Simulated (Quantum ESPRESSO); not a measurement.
Crystal: NaCl.

```
Cl Na
1.0
     0.00000    2.79406    2.79406
     2.79406    0.00000    2.79406
     2.79406    2.79406    0.00000
Cl Na
1 1
Direct
  0.50000 0.50000 0.50000
  0.00000 0.00000 0.00000
```

The cell is a database's computed one.

Base run:

```yaml
Program: Quantum ESPRESSO 7.5
Functional: PBE
Potentials_or_basis: GBRV 1.5 PBE
Cutoff: 612 eV
Density_cutoff: 4898 eV
k_mesh: 6 × 6 × 6, shifted
Occupations: fermi-dirac, width 0.05 eV
Spin: no spin polarisation
```

Its results: pressure 1.6 GPa; electronic dielectric tensor (diagonal) 2.53.

**Question.** The run is repeated on the same cell with these changes: functional from PBE to PBEsol; potentials or basis from GBRV 1.5 PBE to GBRV 1.5 PBEsol. What comes out?

**Answer.** Pressure 0.3 GPa; electronic dielectric tensor (diagonal) 2.58.
